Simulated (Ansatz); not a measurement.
# Ta2NF2 MXene monolayer in a perpendicular field

Aim: how the Ta2NF2 MXene monolayer screens a field along its normal, and what the field does to its bands. A positive field points along +c.

Calculated with Ansatz 0.2.0; plane-wave DFT, PBE-D3(BJ), Ansatz PAW, in the first sound run; inputs show where later runs differ.

Report form: the programs' logs are mostly left out.

## Step 1: Starting point

The cell holds 5 atoms: 2 F, 2 Ta and 1 N. Its edges and angles: a = 3.155 Å, b = 3.155 Å, c = 40.180 Å, α = 90.0°, β = 90.0°, γ = 120.0°. Vacuum lies along c.

As a file:

```cif
data_structure
_symmetry_space_group_name_H-M 'P 1'
_symmetry_Int_Tables_number 1
_cell_length_a 3.1546
_cell_length_b 3.1546
_cell_length_c 40.1802
_cell_angle_alpha 90.000
_cell_angle_beta 90.000
_cell_angle_gamma 120.000
_cell_volume 346.28
loop_
_atom_site_label
_atom_site_type_symbol
_atom_site_fract_x
_atom_site_fract_y
_atom_site_fract_z
_atom_site_occupancy
F1 F 0.33333 0.66667 0.44300 1
Ta2 Ta 0.66667 0.33333 0.46902 1
N3 N 0.00000 0.00000 0.50000 1
Ta4 Ta 0.33333 0.66667 0.53098 1
F5 F 0.66667 0.33333 0.55700 1
```

## Step 2: Relaxation

The starting cell is a guess, so the in-plane lattice and the atoms are relaxed first, with the slab cut off from its images along the normal.

The input, input.yaml:

```yaml
crystal:
  lattice:
    - [3.15458, 0.0, 0.0]
    - [-1.57729, 2.7319464183, 0.0]
    - [0.0, 0.0, 40.1802396943]
  atoms:
    - { symbol: F, position: [0.3333333333, 0.6666666667, 0.4430038281] }
    - { symbol: Ta, position: [0.6666666667, 0.3333333333, 0.4690217571], spin: 1.0 }
    - { symbol: "N", position: [0.0, 0.0, 0.5] }
    - { symbol: Ta, position: [0.3333333333, 0.6666666667, 0.5309782429], spin: 1.0 }
    - { symbol: F, position: [0.6666666667, 0.3333333333, 0.5569961719] }
  periodic: [true, true, false]
magnetization:
  spin_polarized: true
kpoints:
  mp_grid: { grid: [12, 12, 1] }
hamiltonian:
  xc: pbe
  dispersion: d3bj
scf:
  occupations: { method: fermi_dirac, width: 0.05 }
  convergence: { dr2_threshold: 1.0e-09 }
relax:
  f_tol: 0.004
  max_steps: 90
  cell: {}
output:
  write_potential: true
  write_density: true
  volumetric_format: npy
```

Command:

```
$ ansatz run input.yaml --threads 4 --pin off --max-ram 6144MiB --backend cpu --events-out ev --progress --plain --runs-dir out
```

Elapsed: 84 s, on 4 threads of Intel Xeon Platinum 8559C (Emerald Rapids), shared host; peak memory 0.98 GiB.

Relaxation path:

```
step  energy less that of the first step (eV)  largest force component (eV/Å)  volume (Å³)
   1                                   0.0000                          5.7352       346.28
   2                                  -1.9350                          1.3943       349.58
   3                                  -1.4928                          5.0284       384.08
   4                                  -2.1245                          0.4262       366.23
   5                                  -2.1351                          0.0407       371.58
   6                                  -2.1348                          0.0102       372.52
   7                                  -2.1348                          0.0002       372.44
  8*                                  -2.1628                          0.0006       372.44
   9                                  -2.1627                          0.0033       374.31
  10                                  -2.1625                          0.0091       374.59
  11                                  -2.1625                          0.0001       374.58
 12*                                  -2.1639                          0.0001       374.58
```

Relaxation steps marked * repeat the geometry before them on a plane-wave basis chosen anew for their cell, so energy and pressure can jump there. Relaxation step 3 was tried and not accepted.

The run keeps the 12 symmetry operations that it works with, so distortions that break them were not tested.

```
cell as run  before  after  change
      a (Å)   3.155  3.281  +4.0 %
      b (Å)   3.155  3.281  +4.0 %
```

The atoms that moved most (Å, along periodic axes as changes of fractional coordinates times the final cell, across vacuum about the mean position):

```
atom     dx     dy      dz  length
 Ta2  0.000  0.000   0.250   0.250
 Ta4  0.000  0.000  -0.250   0.250
  F5  0.000  0.000   0.041   0.041
  F1  0.000  0.000  -0.041   0.041
```

Final coordinates:

```xyz
5
Lattice="3.2809 0.0000 0.0000 -1.6405 2.8414 0.0000 0.0000 0.0000 40.1802" Properties=species:S:1:pos:R:3
F     0.0000    1.8943   17.7589
Ta    1.6405    0.9471   19.0957
N     0.0000    0.0000   20.0901
Ta    0.0000    1.8943   21.0845
F     1.6405    0.9471   22.4214
```

Numbers from this step:

| Quantity | Value |
| --- | --- |
| energy at zero smearing | -21868.2540 eV |

The lattice constant a goes from 3.155 to 3.281 Å.

## Step 3: Atoms held, field 0, start network

A sawtooth potential applies the field, turning back in the middle of the vacuum. With the dipole correction the typed value is the field outside the slab. The induced dipole is small, so the SCF threshold is tight.

The cell differs from the one that the last finished run ended in (c 40.180 → 22.662 Å).

The input, input.yaml:

```yaml
crystal:
  lattice:
    - [3.2809467097, 0.0, 0.0]
    - [-1.6404733549, 2.8413831991, 0.0]
    - [0.0, 0.0, 22.6624663511]
  atoms:
    - { symbol: F, position: [0.3333333333, 0.6666666667, 0.3971324154] }
    - { symbol: Ta, position: [0.6666666667, 0.3333333333, 0.4561209388] }
    - { symbol: "N", position: [0.0, 0.0, 0.5] }
    - { symbol: Ta, position: [0.3333333333, 0.6666666667, 0.5438790612] }
    - { symbol: F, position: [0.6666666667, 0.3333333333, 0.6028675846] }
kpoints:
  mp_grid: { grid: [18, 18, 1] }
  band_path:
    path: [[0, 0, 0], [0.5, 0, 0], [0.33333333, 0.33333333, 0], [0, 0, 0]]
    npoints: 16
hamiltonian:
  xc: pbe
  dispersion: d3bj
scf:
  occupations: { method: fermi_dirac, width: 0.02585 }
  convergence: { dr2_threshold: 1.0e-10 }
efield:
  axis: 3
  dipole_correction: true
  ramp_position: 0.97
  ramp_width: 0.06
  amplitude: 0
output:
  dos: { projected: true, e_range: [-6, 5] }
  bader: true
  write_potential: true
  write_density: true
  volumetric_format: npy
  elf: true
```

Run time: 21 s. Hardware: 4 threads; peak memory 0.68 GiB; 83 s of CPU time.

This step gave:

| Item | Value |
| --- | --- |
| energy at zero smearing | -21868.2551 eV |
| work function, upper face | 3.588 eV |
| dipole along the normal | -2.49e-6 e·Å |

Running mean over a fixed 2.7 Å (it still follows the layers) of the planar mean; the ramp of the sawtooth is left out. Table of electron's electrostatic potential energy less the Fermi level by z:

z (Å), electron's electrostatic potential energy less the Fermi level (eV) and a bar from the least value:
```
      3.0        3.6 ##############################
      3.5        3.6 ##############################
      4.0        3.6 ##############################
      4.5        3.6 ##############################
      5.0        3.6 ##############################
      5.5        3.6 ##############################
      6.0        3.6 ##############################
      6.5        3.6 ##############################
      7.0        3.4 ##############################
      7.5        2.5 ############################
      8.0        0.6 #########################
      8.5       -1.8 ######################
      9.0       -5.5 ################
      9.5       -9.2 ##########
     10.0      -12.0 ######
     10.5      -13.6 ###
     11.0      -15.3 #
     11.5      -15.7 
     12.0      -14.1 ###
     12.5      -12.6 #####
     13.0      -10.2 #########
     13.5       -6.8 ##############
     14.0       -2.9 ####################
     14.5       -0.1 ########################
     15.0        1.9 ###########################
     15.5        3.3 #############################
     16.0        3.5 ##############################
     16.5        3.6 ##############################
     17.0        3.6 ##############################
     17.5        3.6 ##############################
     18.0        3.6 ##############################
     18.5        3.6 ##############################
     19.0        3.6 ##############################
     19.5        3.6 ##############################
```

The density of states has structure finer than the step of the table below, so its rows give means over 0.25 eV, whole bins alone (the curve runs from -6 to 1.91 eV). Peaks (eV: height): -2.990: 4.32, 0.290: 4.04, 0.480: 5.53, 0.840: 4.97, 1.030: 4.16, 1.550: 8.59, 1.610: 6.29.

The density of states by energy, zero at the Fermi level; means over each step:

```
energy (eV)  density of states (states/eV a cell)
      -4.25                                     0
      -4.00                                0.0865
      -3.75                                  1.13
      -3.50                                  1.26
      -3.25                                  1.52
      -3.00                                  2.15
      -2.75                                  1.10
      -2.50                                 0.595
      -2.25                                 0.641
      -2.00                                  1.41
      -1.75                                  1.50
      -1.50                                  1.23
      -1.25                                 0.952
      -1.00                                 0.917
      -0.75                                 0.833
      -0.50                                  1.59
      -0.25                                  2.38
       0.00                                  1.81
       0.25                                  2.53
       0.50                                  1.65
       0.75                                  2.03
       1.00                                  2.42
       1.25                                  3.06
       1.50                                  4.50
       1.75                                  4.92
```

Projected DOS per atom over height of the atomic layer and energy from the Fermi level. Layers: F Ta N Ta F from below.

Values in states/eV, 22 rows by 5 columns, each cell a mean:
```
0.19 2.39 0.16 2.39 0.19
0.14 1.62 0.16 1.62 0.14
0.10 0.99 0.16 0.99 0.10
0.07 0.63 0.14 0.63 0.07
0.04 0.96 0.23 0.96 0.04
0.04 0.79 0.14 0.79 0.04
0.06 0.87 0.14 0.87 0.06
0.03 0.38 0.04 0.38 0.03
0.03 0.40 0.03 0.40 0.03
0.05 0.55 0.03 0.55 0.05
0.05 0.76 0.02 0.76 0.05
0.01 0.30 0.01 0.30 0.01
0.03 0.33 0.02 0.33 0.03
0.09 0.77 0.05 0.77 0.09
0.08 0.62 0.03 0.62 0.08
0.06 0.52 0.01 0.52 0.06
0.01 0.06 0.00 0.06 0.01
0.00 0.00 0.00 0.00 0.00
0.00 0.00 0.00 0.00 0.00
0.00 0.00 0.00 0.00 0.00
0.00 0.00 0.00 0.00 0.00
0.00 0.00 0.00 0.00 0.00
```
Columns: height of the atomic layer (Å) from 9 to 13.7 (not evenly spaced); rows upwards: energy from the Fermi level (eV) from -5.96 to 1.87.

Electronic bands along the path, in eV, zero at the Fermi level:

```
  point  band 20  band 21  band 22  band 23  band 24  band 25  band 26  band 27
      Γ    -6.46    -2.43    -2.43    -0.68    -0.11     1.08     1.60     1.60
halfway    -6.47    -3.31    -1.32    -0.50     0.72     1.32     1.80     1.89
      M    -6.45    -3.91     0.28     0.35     1.01     1.73     2.25     2.86
halfway    -6.52    -3.21    -0.70    -0.41     1.98     2.03     2.04     2.86
      K    -6.59    -1.65    -1.65    -1.56     2.05     2.05     2.32     3.24
halfway    -6.48    -2.98    -1.98     0.25     0.84     1.32     1.74     2.31
      Γ    -6.46    -2.43    -2.43    -0.68    -0.11     1.08     1.60     1.60
```

Valence density in the ca plane at fractional y = 0.333, with atoms of Ta and F within 0.2 Å of it. It is the smooth field of the valence electrons, not physical close to the nuclei.

Ten steps, logarithmic in the rise over the least value, from '0' (0 e/Å³) to '9' (11 e/Å³), each cell a mean:
```
00000000000000001124554332222343100000000000
00000000000000000136777432224786310000000000
00000000000000000147777532225998410000000000
00000000000000000147777532225897410000000000
00000000000000000125676432223564200000000000
00000000000000001122443333322222100000000000
00000000000000012222223334432110000000000000
00000000000000012222223344442100000000000000
00000000000000001222233333332111000000000000
```
Columns run along c (16.0 Å, from fractional 0.13 to 0.83 of the cell), rows up along a (3.3 Å). Atoms in or near the plane, at fractional coordinates: Ta at (0.46, 0.67), F at (0.60, 0.67).

ELF in the ca plane at fractional y = 0.333, with atoms of Ta and F within 0.2 Å of it. It is the smooth field of the valence electrons, not physical close to the nuclei.

Values, 5 rows by 16 columns, each cell a mean:
```
0.00 0.00 0.00 0.00 0.00 0.00 0.02 0.10 0.49 0.39 0.26 0.34 0.68 0.22 0.01 0.00
0.00 0.00 0.00 0.00 0.00 0.00 0.01 0.16 0.51 0.50 0.30 0.52 0.71 0.37 0.01 0.00
0.00 0.00 0.00 0.00 0.00 0.00 0.03 0.10 0.51 0.40 0.26 0.35 0.69 0.23 0.01 0.00
0.00 0.00 0.00 0.00 0.00 0.00 0.13 0.35 0.14 0.34 0.24 0.18 0.13 0.03 0.00 0.00
0.00 0.00 0.00 0.00 0.00 0.00 0.13 0.36 0.13 0.36 0.25 0.18 0.10 0.02 0.00 0.00
```
Columns run along c (16.0 Å, from fractional 0.07 to 0.78 of the cell), rows up along a (3.3 Å). Atoms in or near the plane, at fractional coordinates: Ta at (0.46, 0.67), F at (0.60, 0.67).

Electrostatic potential energy in the ca plane at fractional y = 0.333, with atoms of Ta and F within 0.2 Å of it. With pseudopotentials it is smooth inside the atoms' cores, unlike the true potential.

Values in eV, 5 rows by 16 columns, each cell a mean:
```
  6   6   6   6   5   5  -4 -31 -15  -2  -7  -5   6   6   6   6
  6   6   6   6   5   4 -10 -43 -26   1 -22 -24   5   6   6   6
  6   6   6   6   5   5  -4 -32 -15  -2  -8  -5   6   6   6   6
  6   6   6   6   6   5   1  -4  -3 -12  -5   4   5   6   6   6
  6   6   6   6   6   5   2  -3  -3 -12  -5   4   5   6   6   6
```
Columns run along c (16.0 Å, from fractional 0.13 to 0.83 of the cell; values clipped at the 3rd and 97th percentile), rows up along a (3.3 Å). Atoms in or near the plane, at fractional coordinates: Ta at (0.46, 0.67), F at (0.60, 0.67).

The work function of the upper face is 3.59 eV.

## Step 4: Single point, field 0.05 V/Å

input.yaml: that of step 3 with these lines changed.

```diff
@@ -27,6 +27,4 @@
   ramp_width: 0.06
-  amplitude: 0
+  amplitude: 0.05
 output:
-  dos: { projected: true, e_range: [-6, 5] }
-  bader: true
   write_potential: true
@@ -34,2 +32 @@
   volumetric_format: npy
-  elf: true
```

Elapsed: 6.9 s, on 4 threads; peak memory 0.65 GiB; 26 s of CPU time.

The dipole is 0.0137 e·Å.

## Step 5: Atoms held, field -0.05 V/Å

input.yaml: that of step 4 with these lines changed.

```diff
@@ -27,3 +27,3 @@
   ramp_width: 0.06
-  amplitude: 0.05
+  amplitude: -0.05
 output:
```

Run time: 7.1 s. Hardware: 4 threads; peak memory 0.65 GiB; 27 s of CPU time.

The dipole is -0.0137 e·Å.

## Step 6: Single point, field 0.1 V/Å

input.yaml: that of step 5 with these lines changed.

```diff
@@ -25,5 +25,5 @@
   dipole_correction: true
-  ramp_position: 0.97
-  ramp_width: 0.06
-  amplitude: -0.05
+  ramp_position: 0.9237
+  ramp_width: 0.1527
+  amplitude: 0.1
 output:
```

Wall time 7.3 s (4 threads); peak memory 0.65 GiB; 28 s of CPU time.

The dipole is 0.0273 e·Å.

## Step 7: Atoms held, field 0.2 V/Å

input.yaml: that of step 6 with these lines changed.

```diff
@@ -27,3 +27,3 @@
   ramp_width: 0.1527
-  amplitude: 0.1
+  amplitude: 0.2
 output:
```

It took 7.2 s on 4 threads; peak memory 0.63 GiB; 27 s of CPU time.

The dipole is 0.0547 e·Å.

## Step 8: Atoms held, field 0.3 V/Å

input.yaml: that of step 7 with these lines changed.

```diff
@@ -25,6 +25,8 @@
   dipole_correction: true
-  ramp_position: 0.9237
-  ramp_width: 0.1527
-  amplitude: 0.2
+  ramp_position: 0.9205
+  ramp_width: 0.159
+  amplitude: 0.3
 output:
+  dos: { projected: true, e_range: [-6, 5] }
+  bader: true
   write_potential: true
@@ -32 +34,2 @@
   volumetric_format: npy
+  elf: true
```

The job ended after 24 s (4 threads; peak memory 0.66 GiB; 93 s of CPU time).

The dipole is 0.0822 e·Å.

## Step 9: Response, atoms held

This step: plane-wave DFT, PBE-D3(BJ), Ansatz PAW; response to a field along the normal, atoms held (Ansatz 0.2.0).

The dipoles give the slope, and the difference of two potentials shows where the field is screened.

Numbers from this step:

| Item | Value |
| --- | --- |
| equivalent conductor thickness p/(ε₀AE) | 5.306 Å |
| distance between the outer atoms | 4.662 Å |

Table of dipole of the cell by applied field:

```
applied field (V/Å)  dipole of the cell (e·Å)
             -0.050                   -0.0137
              0.000                   -2.5e-6
              0.050                    0.0137
              0.100                    0.0273
              0.200                    0.0547
              0.300                    0.0822
```

Local field over the applied field, running mean. From the potentials at -0.05 and 0.05 V/Å; running mean over 2.5 Å. Local field over applied field against z:

z (Å), local field over applied field and a bar:
```
     4.11      1.000 ##############################
     4.53      0.999 ##############################
     4.96      0.999 ##############################
     5.24      0.998 ##############################
     5.67      0.995 ##############################
     6.09      0.989 ##############################
     6.52      0.974 #############################
     6.80      0.955 #############################
     7.22      0.902 ###########################
     7.65      0.812 ########################
     8.07      0.694 #####################
     8.36      0.602 ##################
     8.78      0.462 ##############
     9.21      0.327 #########
     9.63      0.206 ######
     9.91      0.143 ####
    10.34      0.073 ##
    10.76      0.036 
    11.19      0.022 
    11.47      0.022 
    11.90      0.036 
    12.32      0.073 ##
    12.75      0.143 ####
    13.03      0.206 ######
    13.46      0.327 #########
    13.88      0.462 ##############
    14.31      0.603 ##################
    14.59      0.694 #####################
    15.01      0.813 ########################
    15.44      0.902 ###########################
    15.86      0.955 #############################
    16.15      0.974 #############################
    16.57      0.989 ##############################
    17.00      0.995 ##############################
    17.42      0.998 ##############################
    17.71      0.999 ##############################
    18.13      0.999 ##############################
    18.55      1.000 ##############################
```

Electrons, planar mean, per unit field. Induced electron density against z:

```
z (Å)  induced electron density (e/Å³ per V/Å)
 4.11                                   1.4e-6
 4.53                                   3.0e-6
 4.96                                   6.4e-6
 5.24                                   1.1e-5
 5.67                                   2.3e-5
 6.09                                   5.1e-5
 6.52                                   1.1e-4
 6.80                                   2.0e-4
 7.22                                   4.7e-4
 7.65                                  0.00108
 8.07                                  0.00228
 8.36                                  0.00310
 8.78                                  0.00197
 9.21                                  0.00254
 9.63                                   5.6e-4
 9.91                                   1.0e-4
10.34                                  0.00125
10.76                                   3.0e-4
11.19                                   3.1e-4
11.47                                  -3.1e-4
11.90                                  -3.0e-4
12.32                                 -0.00125
12.75                                  -1.0e-4
13.03                                  -5.6e-4
13.46                                 -0.00254
13.88                                 -0.00197
14.31                                 -0.00310
14.59                                 -0.00228
15.01                                 -0.00108
15.44                                  -4.6e-4
15.86                                  -2.0e-4
16.15                                  -1.1e-4
16.57                                  -5.1e-5
17.00                                  -2.3e-5
17.42                                  -1.1e-5
17.71                                  -6.4e-6
18.13                                  -2.9e-6
18.55                                  -1.5e-6
```

By hand: between -0.05 and 0.05 V/Å the dipole changes by 0.02733 e·Å, a slope of 0.2733 e·Å²/V. A perfect conductor of thickness t has p = ε₀AEt, so t = 180.95 × 0.2733 / 9.322 = 5.31 Å (e/ε₀ = 180.95 V·Å, A in Å²).

The induced dipole is that of a conductor 5.31 Å thick.

(Continued in part 2 of 2.)

[Logs are printed without paths, hosts, clocks, repeated set-up lines and the standing remarks that a program may print on its own settings, such as how far it seeks lower states.]

[Hosts, paths, dates, database ids (printed as entryN), source tags and the programs' standing remarks are cut or masked in the printed files.]

[Maps of the electrostatic potential energy from Ansatz leave out the sawtooth potential of an applied field or a dipole correction, so their vacuum need not be flat; planar profiles and work functions include it.]

[The density of states shown here was stored with 400 of the rows of the run's finer table, so its peaks can read low, often by over a quarter, or be missed, and its means over a window can be off by a tenth or more.]
